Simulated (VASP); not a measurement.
# C (Fd-3m) in VASP: further runs, part 2 of 2

VASP 6.6.1. Earlier steps stand in the parts before.

### 4 Phonons, PBE

Contents of POSCAR:

```
C
1.0
    0.0000000000      1.7833700000      1.7833700000
    1.7833700000      0.0000000000      1.7833700000
    1.7833700000      1.7833700000      0.0000000000
C
2
Direct
    0.7500000000      0.7500000000      0.7500000000
    0.5000000000      0.5000000000      0.5000000000
```

Contents of INCAR.step1:

```
SYSTEM = C
PREC = Accurate
ENCUT = 600
EDIFF = 1E-8
ISMEAR = -1
SIGMA = 0.05
LREAL = .False.
LASPH = .True.
NELM = 80
ALGO = Fast
ISIF = 3
LWAVE = .False.
LCHARG = .False.
GGA = PE
IBRION = 2
NSW = 40
EDIFFG = -0.002
```

Contents of INCAR.step2:

```
SYSTEM = C
PREC = Accurate
ENCUT = 600
EDIFF = 1E-8
ISMEAR = -1
SIGMA = 0.05
LREAL = .False.
LASPH = .True.
NELM = 80
ALGO = Fast
ISIF = 2
LWAVE = .False.
LCHARG = .False.
GGA = PE
IBRION = 6
NFREE = 2
POTIM = 0.015
NSW = 1
```

Contents of KPOINTS:

```
regular mesh
0
Gamma
  10 10 10
  0 0 0
```

Potentials or basis: VASP PAW PBE potentials, release 64 (C).

The run is started by

```console
$ cat potpaw_PBE.64/C/POTCAR > POTCAR
$ cp INCAR.step1 INCAR
$ mpirun -np 1 vasp_std > vasp.out
$ cp CONTCAR POSCAR
$ cp INCAR.step2 INCAR
$ mpirun -np 1 vasp_std > vasp.out
```

OUTCAR:

```text
SYSTEM = C
   PREC = Accurate
   ENCUT = 600
   EDIFF = 1E-8
   ISMEAR = -1
   LREAL = .False.
   LASPH = .True.
   NELM = 80
   ISIF = 2
   GGA = PE
   IBRION = 6
   NFREE = 2
   POTIM = 0.015
   NSW = 1

 ion  position               nearest neighbor table
   1  0.750  0.750  0.750-   2 1.55   2 1.55   2 1.55   2 1.55
   2  0.500  0.500  0.500-   1 1.55   1 1.55   1 1.55   1 1.55

  LATTYP: Found a face centered cubic cell.
 ALAT       =     3.5715814130

  Lattice vectors:

 A1 = (   0.0000000000,   1.7857907065,   1.7857907065)
 A2 = (   1.7857907065,   0.0000000000,   1.7857907065)
 A3 = (   1.7857907065,   1.7857907065,   0.0000000000)

Analysis of symmetry for initial positions (statically):
=====================================================================
 Subroutine PRICEL returns:
 Original cell was already a primitive cell.

 Routine SETGRP: Setting up the symmetry group for a
 face centered cubic supercell.

 Subroutine GETGRP returns: Found 48 space group operations
 (whereof 24 operations were pure point group operations)
 out of a pool of 48 trial point group operations.

The static configuration has the point symmetry T_d .
 The point group associated with its full space group is O_h .

Analysis of symmetry for dynamics (positions and initial velocities):
=====================================================================
 Subroutine PRICEL returns:
 Original cell was already a primitive cell.

 Routine SETGRP: Setting up the symmetry group for a
 face centered cubic supercell.

 Subroutine GETGRP returns: Found 48 space group operations
 (whereof 24 operations were pure point group operations)
 out of a pool of 48 trial point group operations.

The dynamic configuration has the point symmetry T_d .
 The point group associated with its full space group is O_h .

 Subroutine INISYM returns: Found 48 space group operations
 (whereof 24 operations are pure point group operations),
 and found     1 'primitive' translations

----------------------------------------------------------------------------------------

                                     Primitive cell

  volume of cell :      11.3899

  direct lattice vectors                    reciprocal lattice vectors
     0.000000000  1.785790707  1.785790707    -0.279988018  0.279988018  0.279988018
     1.785790707  0.000000000  1.785790707     0.279988018 -0.279988018  0.279988018
     1.785790707  1.785790707  0.000000000     0.279988018  0.279988018 -0.279988018

  length of vectors
     2.525489437  2.525489437  2.525489437     0.484953472  0.484953472  0.484953472

  position of ions in fractional coordinates (direct lattice)
     0.750000000  0.750000000  0.750000000
     0.500000000  0.500000000  0.500000000

  ion indices of the primitive-cell ions
   primitive index   ion index
[... 109 lines left out ...]
  volume of cell :       11.39
 maximum number of plane-waves:       392
   NGX =  9   NGY =  9   NGZ =  9

--------------------------------------- Ionic step        1  -------------------------------------------

 number of electron       7.9999999 magnetization

 Free energy of the ion-electron system (eV)
  ---------------------------------------------------
  ext. energy  EPLUGINS =         0.00000000
  ---------------------------------------------------
  free energy    TOTEN  =       -18.19043985 eV

  energy without entropy =      -18.19043985  energy(sigma->0) =      -18.19043985

------------------------ aborting loop because EDIFF is reached ----------------------------------------

  FORCE on cell =-STRESS in cart. coord.  units (eV):
  Direction    XX          YY          ZZ          XY          YZ          ZX
  --------------------------------------------------------------------------------------
  -------------------------------------------------------------------------------------
  Total       -0.0003833     -0.0003833     -0.0003833     -0.0000000     -0.0000000      0.0000000
  in kB       -0.0539233     -0.0539233     -0.0539233     -0.0000000     -0.0000000      0.0000000
  external PRESSURE =      -0.0539233 kB  Pullay stress =       0.0000000 kB
[... 59 lines left out ...]
--------------------------------------- Ionic step        3  -------------------------------------------

 number of electron       7.9999999 magnetization

 Free energy of the ion-electron system (eV)
  ---------------------------------------------------
  ext. energy  EPLUGINS =         0.00000000
  ---------------------------------------------------
  free energy    TOTEN  =       -18.18628306 eV

  energy without entropy =      -18.18628306  energy(sigma->0) =      -18.18628306

 E-fermi :  10.7750     XC(G=0): -13.2303

 val. band max:        9.8990159321   @ k =   0.0000   0.0000   0.0000
 cond. band min:      13.8264720404   @ k =   0.4000   0.4000   0.0000
 fundamental gap:      3.9274561083
 Fermi energy:        10.7750345933

 k-point     1 :       0.0000    0.0000    0.0000
  band No.  band energies     occupation
      1     -11.7525      2.00000
      2       9.4403      2.00000
      3       9.6728      2.00000
      4       9.8990      2.00000
      5      15.0471      0.00000
      6      15.2447      0.00000
      7      15.4531      0.00000
      8      22.9070      0.00000
[... 243 lines left out ...]
 k-point    24 :       0.4000    0.3000    0.0000
  band No.  band energies     occupation
      1      -7.1758      2.00000
      2       1.5650      2.00000
      3       3.7819      2.00000
      4       4.3346      2.00000
      5      14.4293      0.00000
      6      17.6799      0.00000
      7      23.7465      0.00000
      8      23.7568      0.00000

 [... further k-points ...]

------------------------ aborting loop because EDIFF is reached ----------------------------------------

  FORCE on cell =-STRESS in cart. coord.  units (eV):
  Direction    XX          YY          ZZ          XY          YZ          ZX
  --------------------------------------------------------------------------------------
  -------------------------------------------------------------------------------------
  Total        0.0025742      0.0064337      0.0064337      0.0000000      0.0434706      0.0000000
  in kB        0.3620979      0.9050039      0.9050039      0.0000000      6.1148321      0.0000000
  external PRESSURE =       0.7240353 kB  Pullay stress =       0.0000000 kB
[... 17 lines left out ...]
  FREE ENERGIE OF THE ION-ELECTRON SYSTEM (eV)
  ---------------------------------------------------
  free  energy   TOTEN  =       -18.1862830579 eV

  energy  without entropy=      -18.1862830579  energy(sigma->0) =      -18.18628306

 INTERNAL STRAIN TENSORS FROM DISPLACED ATOMS
 ============================================

 INTERNAL STRAIN TENSOR FOR ION    1 for displacements in x,y,z  (eV/Angst):
          X           Y           Z          XY          YZ          ZX
  --------------------------------------------------------------------------------
  x    -0.00000     0.00000     0.00000     0.00000    -2.89813     0.00000
  y     0.00000     0.00000     0.00000     0.00000     0.00000    -2.89813
  z     0.00000     0.00000    -0.00000    -2.89813     0.00000     0.00000

 INTERNAL STRAIN TENSOR FOR ION    2 for displacements in x,y,z  (eV/Angst):
          X           Y           Z          XY          YZ          ZX
  --------------------------------------------------------------------------------
  x     0.00000    -0.00000    -0.00000     0.00000     2.89813     0.00000
  y    -0.00000    -0.00000    -0.00000     0.00000     0.00000     2.89813
  z    -0.00000    -0.00000     0.00000     2.89813     0.00000     0.00000

 Eigenvectors and eigenvalues of the dynamical matrix
 ----------------------------------------------------

   1 f  =   38.773990 THz   243.624166 2PiTHz 1293.361097 cm-1   160.356267 meV
             X         Y         Z           dx          dy          dz
      2.678686  2.678686  2.678686     0.000000   -0.707107    0.000000
      1.785791  1.785791  1.785791     0.000000    0.707107    0.000000
[... 21 lines left out ...]
   6 f  =    0.000000 THz     0.000000 2PiTHz    0.000000 cm-1     0.000000 meV
             X         Y         Z           dx          dy          dz
      2.678686  2.678686  2.678686     0.000000    0.000000    0.707107
      1.785791  1.785791  1.785791     0.000000    0.000000    0.707107

 ELASTIC MODULI CONTR FROM IONIC RELAXATION (kBar)
 Direction    XX          YY          ZZ          XY          YZ          ZX
 --------------------------------------------------------------------------------
 XX          -0.0000      0.0000      0.0000      0.0000     -0.0000      0.0000
 YY           0.0000     -0.0000     -0.0000      0.0000      0.0000      0.0000
 ZZ           0.0000     -0.0000     -0.0000     -0.0000      0.0000      0.0000
 XY           0.0000      0.0000     -0.0000    -31.9813      0.0000      0.0000
 YZ          -0.0000      0.0000      0.0000      0.0000    -31.9813      0.0000
 ZX           0.0000      0.0000      0.0000      0.0000      0.0000    -31.9813
 --------------------------------------------------------------------------------
```

It took 21 s on 1 thread of Intel Xeon 6975P-C (Granite Rapids), shared host; peak memory 0.14 GiB.

What came out:

| Property | Result |
| --- | --- |
| Relaxed volume | 5.69 Å³/atom |
| Relaxed cell | a = 2.525 Å, b = 2.525 Å, c = 2.525 Å, α = 60.00°, β = 60.00°, γ = 60.00° |
| Space group after relaxing (to 0.05 Å) | Fd-3m (No. 227) |
| Highest phonon frequency at Γ | 1293 cm⁻¹ |

The path:
| step | energy change (eV) | largest force (eV/Å) | pressure (GPa) | volume (Å³) |
| --- | --- | --- | --- | --- |
| 1 | 0.0000 | 0.0000 | 1.78 | 11.34 |
| 2 | 0.0001 | 0.0000 | -2.15 | 11.45 |
| 3 | -0.0003 | 0.0000 | 0.01 | 11.39 |

Final structure:
```
C
1.0
     0.00000    1.78579    1.78579
     1.78579    0.00000    1.78579
     1.78579    1.78579    0.00000
C
2
Direct
  0.75000 0.75000 0.75000
  0.50000 0.50000 0.50000
```

Phonon frequencies in cm⁻¹ (negative: imaginary):
| q point | frequencies |
| --- | --- |
| (0.000, 0.000, 0.000) | 0 0 0 1293 1293 1293 |
